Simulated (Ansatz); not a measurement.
# SiC (Moissanite 3C) (F-43m) in Ansatz: reference runs

Reference runs on SiC (Moissanite 3C): the cell as given.

Program: Ansatz 0.2.0. These are calculated values, not measurements. Logs are shortened: lines on timing, memory, paths and dates and some standing lists are left out, and cuts for length are marked.

**Experimental background.**

From “Insight into the structural, elastic and electronic properties of a new orthorhombic 6O-SiC polytype”, 2020, pmc:7200658, for a bulk crystal of SiC: band gap 2.4 eV (indirect).

How close the calculation comes is told below.

**1. Starting point**

The structure is cubic, space group F-43m (No. 216). Conventional cell: a = 4.358 Å, b = 4.358 Å, c = 4.358 Å, α = 90.00°, β = 90.00°, γ = 90.00°. Si (site symmetry -43m) is surrounded by 4 C at 1.89 Å. Around C (site symmetry -43m) lie 4 Si at 1.89 Å.

**2. Single point, PBEsol**

Contents of input.yaml:

```yaml
crystal:
  lattice:
    - [0.0, 2.179, 2.179]
    - [2.179, 0.0, 2.179]
    - [2.179, 2.179, 0.0]
  atoms:
    - { symbol: Si, position: [0.0, 0.0, 0.0] }
    - { symbol: C, position: [0.75, 0.75, 0.75] }
kpoints:
  mp_grid: { grid: [10, 10, 10] }
scf:
  occupations: { method: fermi_dirac, width: 0.05 }
hamiltonian:
  xc: pbesol
  pseudopotentials: { kind: all_electron, lapw: { basis_error: 0.001 } }
output:
  forces: true
  stress: true
  eigenvalues: true
  populations: true
```

Potentials or basis: all-electron LAPW, scalar-relativistic.

Started as:

```bash
> ansatz run input.yaml --threads 1 --pin off --max-ram 3072MiB --backend cpu --events-out ev --progress --plain --runs-dir out
```

Standard output:

```text
Warning: RAYON_NUM_THREADS=1 ignored (pool sized by the plan → 1); use --threads N
Si: projections on atomic orbitals take those of the free atom 1s2 2s2 2p6 3s2 3p2, of charge +0.00 (hamiltonian.pseudopotentials.projection_atoms)
C: projections on atomic orbitals take those of the free atom 1s2 2s2 2p2, of charge +0.00 (hamiltonian.pseudopotentials.projection_atoms)
LAPW: plane waves up to 9.568 Å⁻¹, error target 1.0e-3 eV per atom; small_component_spin mean_spin; C in spheres of 0.885 Å, 6 of its electrons in bands, Dirac shells []; Si in spheres of 1.002 Å, 12 of its electrons in bands, Dirac shells [] (how accurate: hamiltonian.pseudopotentials.lapw.basis_error, Limitations)
Engine: ansatz 0.2.0, aarch64-unknown-linux-gnu
Pseudopotentials: kind: all_electron
Pseudopotential: Si, LAPW, valence charge 12, lapw/all_electron/scalar/gaussian/Si, Koelling and Harmon's equation, gaussian nucleus
Pseudopotential: C, LAPW, valence charge 6, lapw/all_electron/scalar/gaussian/C, Koelling and Harmon's equation, gaussian nucleus
Functional definition: PBEsol
  exchange = pbesol_x
  correlation = pbesol_c
Crystal: 2 atoms, lattice volume = 20.692 Å³
Basis set: ecut = 348.7848527996251 eV, 331 PW (Γ), exchange–correlation at level 2
Bands: 13, of which v1, the nominal top of the filled ones, is band 9 counted from 1 (8 counted from 0)
Symmetry: 24 space group operations
Space group: F-43m (ITA 216), of the structure as read, at distance tolerance 2.7e-5 Å
k-points: 47 of 1000 (time reversal used)
Non-local potential: Si, projectors of the file, none
Non-local potential: C, projectors of the file, none
Initial density: superposition of atomic densities (chi_scale 0.1, normalization cell, long waves kept (reshape's long-wave potential 0.00 eV rms))
Initial wavefunctions: plane waves of lowest kinetic energy (no species holds an atomic orbital)
Functional: x = pbesol(κ = 0.804, μ = 0.12345679012345678), c = pbesol(β = 0.046)
iter 1 solved again at ethr=2.63e-2 eV; its pass at ethr=1.00e-1 eV (dr2=4.73e0 eV) is discarded
SCF iter   1: F=—  HF=-8912.951074 eV  |F-HF|=—  |Δ(HF+E_count)|=         —  Δρ=1.39e-1  dr2=4.73e0  ethr=2.63e-2  ⟨swp⟩=2.0  Hψ=4297  notcnv=0
preconditioner: auto → none  [insulator: Δε(μ)=3.419 eV  Ē_g=14.778 eV  σ=0.050 eV  W_gap=1.00  n_scr=8 (ndim 8)  ℏωp=23.1 eV  f_vac=0.000  D(μ)=0.00/eV (n_scr^D=0)  ε∞_Penn≈3.4]
iter 2 solved again at ethr=1.01e-3 eV; its pass at ethr=2.63e-2 eV (dr2=1.83e-1 eV) is discarded
SCF iter   2: F=—  HF=-8911.218199 eV  |F-HF|=—  |Δ(HF+E_count)|=    1.73e0  Δρ=3.68e-2  dr2=1.83e-1  ethr=1.01e-3  ⟨swp⟩=2.0  Hψ=3246  notcnv=0
SCF iter   3: F=—  HF=-8911.111597 eV  |F-HF|=—  |Δ(HF+E_count)|=         —  Δρ=1.60e-2  dr2=3.23e-2  ethr=1.01e-3  ⟨swp⟩=3.0  Hψ=1886  notcnv=0
the basis was enlarged: its passes take 145.2 KiB over the memory plan, 1 of 1 planned eigensolver slots
SCF iter   4: F=—  HF=-8911.104302 eV  |F-HF|=—  |Δ(HF+E_count)|=   7.29e-3  Δρ=1.07e-3  dr2=1.62e-4  ethr=1.79e-4  ⟨swp⟩=2.0  Hψ=1652  notcnv=0
SCF iter   5: F=—  HF=-8911.104304 eV  |F-HF|=—  |Δ(HF+E_count)|=   1.48e-6  Δρ=1.61e-4  dr2=2.73e-6  ethr=8.98e-7  ⟨swp⟩=3.0  Hψ=1617  notcnv=0
SCF iter   6: F=—  HF=-8911.104306 eV  |F-HF|=—  |Δ(HF+E_count)|=   1.83e-6  Δρ=3.93e-5  dr2=1.97e-7  ethr=1.52e-8  ⟨swp⟩=3.0  Hψ=1592  notcnv=0
SCF iter   7: F=-8911.104306 eV  HF=-8911.104306 eV  |F-HF|=1.78e-10  |Δ(HF+E_count)|=   7.23e-8  Δρ=2.20e-6  dr2=4.29e-10  ethr=1.09e-9  ⟨swp⟩=3.0  Hψ=1582  notcnv=0
SCF 1 converged in 7 iterations: F = -8911.104306 eV  dr2 = 4.29e-10
SCF converged after 7 iterations
Free energy (F): -8911.104306 eV
Harris-Foulkes:  -8911.104306 eV  (|F-HF|=1.78e-10)
Internal energy: -8911.104306 eV  (E = F + TS)
E sigma→0 (E₀):  -8911.104306 eV
Entropy (-TS):   -0.000000 eV (-0.000 meV/atom)
Fermi energy:    11.340816 eV
--- Per-component energies (eV) ---
  E_band       = -1178.667698
  E_kinetic    = 8926.799368
  E_xc         = -698.179422
  E_electrostatic = -17139.724252  (all electrons and nuclei)
  E_smearing   = -0.000000  (= −TS)
  E_closure    = 0.000000  (closes the sum)
  E_atoms      = -8895.178231  (free atoms, spherical and without spin; not in F)
  Σ components = -8911.104306   (vs F -8911.104306, Δ=0.00e0)
  Basis errors (estimates in eV, not in F): energy 5.3e-4 per atom: plane waves 4.9e-4 (3.1e-4 summed), levels above the bands 9.0e-90, relativity 1.5e-8, radial functions 4.2e-5, core shells 1.2e-12; eigenvalues (radial functions only) 4.1e-6; not estimated: angular momenta, meshes, grids; target (lapw.basis_error) 1.0e-3; muffin-tin radii C 0.885 Å, Si 1.002 Å
--- Forces (eV/Å), atoms counted from 1 ---
  atom   1  Si    -0.00000000     0.00000000    -0.00000000
  atom   2  C      0.00000000    -0.00000000    -0.00000000
  max |Σ_I F_I| component: 4.63e-17 eV/Å
--- Stress (GPa, compression-positive) ---
       -0.231605       0.000000       0.000000
        0.000000      -0.231605       0.000000
        0.000000       0.000000      -0.231605
  P = ⅓ Tr σ = -0.2316 GPa (-2.316 kbar)
--- Band table (eV; the first three rows and the last of 47) ---
  k-point 0: bands = ["-251.5438", "-122.0254", "-78.3061", "-78.3061", "-78.3061", "-4.7226", "10.6994", "10.6994", "10.6994", "16.8788", "17.9384", "17.9384", "17.9384"]
  k-point 1: bands = ["-251.5438", "-122.0254", "-78.3062", "-78.3061", "-78.3061", "-4.5265", "9.6842", "10.5643", "10.5643", "17.1316", "18.1828", "18.1828", "18.2170"]
  k-point 2: bands = ["-251.5438", "-122.0254", "-78.3066", "-78.3061", "-78.3061", "-3.9465", "7.5540", "10.2551", "10.2551", "16.8338", "18.5409", "18.5409", "19.4112"]
  k-point 46: bands = ["-251.5438", "-122.0252", "-78.3073", "-78.3070", "-78.3067", "0.5582", "3.5393", "5.8484", "6.0698", "15.2961", "18.6601", "20.6545", "21.8048"]
--- Löwdin populations: 2 sites ---
  site symbol       q [e]
     0     Si     12.9693
     1      C      6.9564
  spilling = 0.003715 (of n_electrons = 20.000000)
```

populations.tsv:

```text
# site	symbol	l	j	q
# orbitals = lowdin
# n_electrons = 20.000000
# spilling = 0.003715
# projection_atom_Si: 1s2 2s2 2p6 3s2 3p2
# projection_atom_C: 1s2 2s2 2p2
0	Si	0_1S	-	1.999762
0	Si	0_2S	-	1.981184
0	Si	0_3S	-	0.898196
0	Si	1_2P	-	5.994379
0	Si	1_3P	-	2.095809
1	C	0_1S	-	1.992301
1	C	0_2S	-	1.155650
1	C	1_2P	-	3.808421
```

Run time: 7.5 s. Hardware: 1 thread of Arm Neoverse V2, shared host; peak memory 0.24 GiB.

Results:

```yaml
Free_energy: -8911.1043 eV
Pressure: -0.2 GPa
Band_gap_on_the_k_mesh: 1.24 eV, indirect (least direct gap 4.45 eV)
Loewdin_charges: Si +1.03; C -0.96 e
```

**3. Against experiment**

Step 2. Measured gap of SiC: 2.4 eV (indirect; quoted in “Insight into the structural, elastic and electronic properties of a new orthorhombic 6O-SiC polytype”, 2020, pmc:7200658). This calculation gives 1.24 eV (-1.16 eV). The value is that of PBEsol on a finite k mesh, which can miss the band edges, without temperature or zero-point motion. Semilocal functionals fall short of measured gaps as a rule.
